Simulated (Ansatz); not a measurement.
# Zr (diamond type): how the settings move a single-point run

Aim: see which settings change the result for Zr (diamond type), by how much, and at what cost.

Program: Ansatz 0.2.0. Level of theory: reference: DFT, PBE, norm-conserving pseudopotentials, Ansatz's default files, scalar-relativistic. These are calculated values, not measurements.

### Step 1. The structure to begin with

The structure is trigonal, space group R-3m (No. 166). The conventional cell has a = 4.357 Å, b = 4.357 Å, c = 10.674 Å, α = 90.00°, β = 90.00°, γ = 120.00°. Zr (site symmetry 3m) has 1 Zr at 1.87 Å in its first shell of neighbours.

As a file:

```
CELL_PARAMETERS angstrom
0.00000 3.08121 3.08121
3.08121 0.00000 3.08121
3.08121 3.08121 0.00000
ATOMIC_POSITIONS crystal
Zr 0.76250 0.91250 0.91250
Zr 0.23750 0.08750 0.08750
```

### Step 2. Reference

input.yaml

```yaml
crystal:
  lattice:
    - [0.0, 3.0812078526, 3.0812078526]
    - [3.0812078526, 0.0, 3.0812078526]
    - [3.0812078526, 3.0812078526, 0.0]
  atoms:
    - { symbol: Zr, position: [-0.2375, -0.0875, -0.0875] }
    - { symbol: Zr, position: [0.2375, 0.0875, 0.0875] }
kpoints:
  mp_grid: { grid: [9, 9, 9] }
scf:
  occupations: { method: fermi_dirac, width: 0.05 }
hamiltonian:
  xc: pbe
  pseudopotentials: { kind: nc }
output:
  forces: true
  stress: true
  eigenvalues: true
  populations: true
```

Command:

```sh
ansatz run input.yaml --threads 1 --pin off --max-ram 2048MiB --backend cpu --events-out ev --progress --plain --runs-dir out
```

### Step 3. Changing settings: mp_grid.grid [7, 7, 7], ecutwfc 700 eV

Changes to input.yaml since step 2:

```diff
@@ -9,3 +9,3 @@
 kpoints:
-  mp_grid: { grid: [9, 9, 9] }
+  mp_grid: { grid: [7, 7, 7] }
 scf:
@@ -20 +20,3 @@
   populations: true
+basis:
+  ecutwfc: "700 eV"
```

**Question.** What will these runs give? Wanted: for each run, ending; energy change; pressure; gap; force.

The runs gave:

```csv
run,ending,energy change,pressure (GPa),gap (eV),force (eV/Å),cycles,time
reference,converged,0,31.7,0.00,19.82,8,15 s
"1: mp_grid.grid [7, 7, 7], ecutwfc 700 eV",converged,+31.0 meV/atom,31.8,0.00,19.84,8,6.2 s
```

Residual by cycle in the longest SCF loop of each run; runs are numbered as in the table. The quantity is the density residual dr2, in eV.

```csv
cycle,reference,run 1
1,10.2,10.2
2,2.03,2.04
3,0.0499,0.0465
4,0.00431,0.00456
5,1.9e-4,2.0e-4
6,1.5e-5,1.6e-5
7,7.9e-7,9.1e-7
8,5.2e-8,6.2e-8
```

**Reading.** Changing the k-point mesh and cutoff moves the energy by +31.0 meV/atom, and the largest force goes from 19.82 to 19.84 eV/Å. More than one kind of setting changed, and this run alone doesn't tell their shares apart. The log warns that the cutoff is under what these potentials recommend, so the shift holds truncation error. Cost: 6.2 s against 15 s. Run 1 ran under the cutoff that the potentials recommend, as the log warns, so basis error is mixed into its values. The structure is not at rest: the sound run finds 32 GPa, so these are no properties of the relaxed crystal. 
